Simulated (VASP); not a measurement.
In SnTe (rock salt type) the Sn atom of the primitive cell, with all its periodic images, is moved by 0.06 Å along [111].

```
Sn Te
1.0
     0.00000    3.20500    3.20500
     3.20500    0.00000    3.20500
     3.20500    3.20500    0.00000
Sn Te
1 1
Direct
  0.00540 0.00540 0.00540
  0.50000 0.50000 0.50000
```

Computed with VASP 6.6.1, HSE06, plane waves, standard recommended PAW potentials.

Cutoff 313 eV; orbitals from an earlier step on the same cell; potentials Sn_d Te; PREC = Accurate; HFSCREEN = 0.208; HFRCUT = 0; PRECFOCK = Normal; k-mesh 4×4×4 Γ-centred; Fermi–Dirac smearing of 0.05 eV; no spin polarisation; no spin–orbit coupling.

Question: What force results?

Answer: The force on it along the displacement is 0.1294 eV/Å, a force constant of -2.16 eV/Å². It is negative: the force pushes the atom further, so on this mesh the structure is unstable along this displacement. On a mesh this coarse the force constant of so soft a mode can lie far from its converged value, in sign too.

| atom | Fx (eV/Å) | Fy (eV/Å) | Fz (eV/Å) |
| --- | --- | --- | --- |
| Sn1 | 0.0747 | 0.0747 | 0.0747 |
| Te2 | -0.0747 | -0.0747 | -0.0747 |

Where the force pushes the moved atom further off its site, the soft mode may be real or faked by the k-mesh. The k-mesh is modest, so these values aren't fully converged in k. Potentials made with PBE were used with another functional.
